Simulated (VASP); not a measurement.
**Ga under changes of volume**

One of the cells (17.894 Å³/atom); the others are scaled copies at fixed shape and fractional positions:

```xyz
1
Lattice="-1.3790 1.3790 2.3525 1.3790 -1.3790 2.3525 1.3790 1.3790 -2.3525" Properties=species:S:1:pos:R:3 pbc="T T T"
Ga    1.3790   -1.3790    2.3525
```

This isn't the form of Ga at room conditions, which is orthorhombic.

| Property | Result |
| --- | --- |
| Program | VASP 6.6.1 |
| Functional | r2SCAN |
| Potentials or basis | VASP PAW PBE potentials, release 64 (Ga_d) |
| Cutoff | 520 eV |
| k mesh | 12 × 12 × 12 |
| Occupations | fermi-dirac, width 0.05 eV |
| Spin | no spin polarisation |

```csv
volume (Å³/atom),energy over the lowest point (meV/atom),pressure (GPa)
17.178,6.35,2.9
17.536,1.64,1.5
17.894,0.00,0.2
18.252,?,?
18.610,4.63,-2.0
```

Problem. What does the run at 18.252 Å³/atom give?

Solution. Energy over the lowest point 1.09 meV/atom; pressure -1.0 GPa.

Worked out: A Birch-Murnaghan fit of order 2 (a polynomial in V^(-2/3)) to the other rows has its minimum at 17.93 Å³/atom with B0 = V·E''(V) = 61 GPa at fixed shape and positions, which overstates the stiffness. It gives 1.07 meV/atom at 18.252 Å³/atom, against the run's 1.09, and -dE/dV = -1.1 GPa, against -1.0.

Energies are extrapolated to zero smearing.

Caveats: the PAW data sets were made with another functional, which shifts forces and pressure a little.
